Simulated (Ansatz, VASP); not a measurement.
**Two plane-wave programs on CdSe**

Contents of INCAR:

```
SYSTEM = CdSe
PREC     = Accurate       ! precision mode
ENCUT    = 520            ! plane-wave cutoff, eV
EDIFF    = 1E-6           ! SCF threshold, eV
ISMEAR   = -1             ! smearing method
SIGMA    = 0.02           ! smearing width, eV
LREAL    = .FALSE.        ! projectors in reciprocal space
LASPH    = .TRUE.         ! aspherical terms in the spheres
NELM     = 80             ! most SCF steps
ALGO     = Normal         ! electronic algorithm
ISIF     = 2              ! what is computed and relaxed
LWAVE    = .FALSE.        ! write WAVECAR
LCHARG   = .FALSE.        ! write CHGCAR
GGA      = PE             ! functional
NBANDS   = 16             ! bands
```

The input KPOINTS:

```
regular mesh
0
G
  8 8 8
  0 0 0
```

The input POSCAR:

```
CdSe
1.0
    0.0000000000      3.0524420594      3.0524420594
    3.0524420594      0.0000000000      3.0524420594
    3.0524420594      3.0524420594      0.0000000000
Cd Se
1 1
Direct
    0.0000000000      0.0000000000      0.0000000000
    0.2500000000      0.2500000000      0.2500000000
```

Input for Ansatz:

```yaml
crystal:
  lattice:
    - [0.0, 3.0524420594, 3.0524420594]
    - [3.0524420594, 0.0, 3.0524420594]
    - [3.0524420594, 3.0524420594, 0.0]
  atoms:
    - { symbol: Cd, position: [0.0, 0.0, 0.0] }
    - { symbol: Se, position: [0.25, 0.25, 0.25] }
kpoints:
  mp_grid: { grid: [8, 8, 8] }
  band_path:
    path:
      - [0.0, 0.0, 0.0]
      - [-0.5, -0.5, 0.0]
      - [-0.375, -0.375, 0.25]
      - [-0.375, 0.0, 0.375]
      - [0.0, 0.0, 0.5]
      - [-0.5, -0.25, 0.25]
    npoints: 1
hamiltonian:
  xc: pbe
scf:
  occupations: { method: fermi_dirac, width: 0.02 }
  n_extra_bands: 4
output:
  forces: true
  stress: true
  eigenvalues: true
```

Change from the starting cell: hydrostatic strain -0.5%.

Alike in both runs: task single point; functional PBE; k mesh 8 × 8 × 8; occupations fermi-dirac, width 0.02 eV; no spin polarisation.

|  | VASP | Ansatz |
| --- | --- | --- |
| version | VASP 6.6.1 | Ansatz 0.2.0 |
| potentials or method | VASP PAW PBE potentials, release 64 (Cd, Se) | plane waves, PAW |
| plane-wave cutoff (eV) | 520 | 420 |
| valence electrons in the cell | 18 | 36 |

```tsv
	VASP	Ansatz	Ansatz less VASP
pressure (GPa)	2.5	2.2	-0.31
```

The two sets of potentials don't hold the same shells in valence.
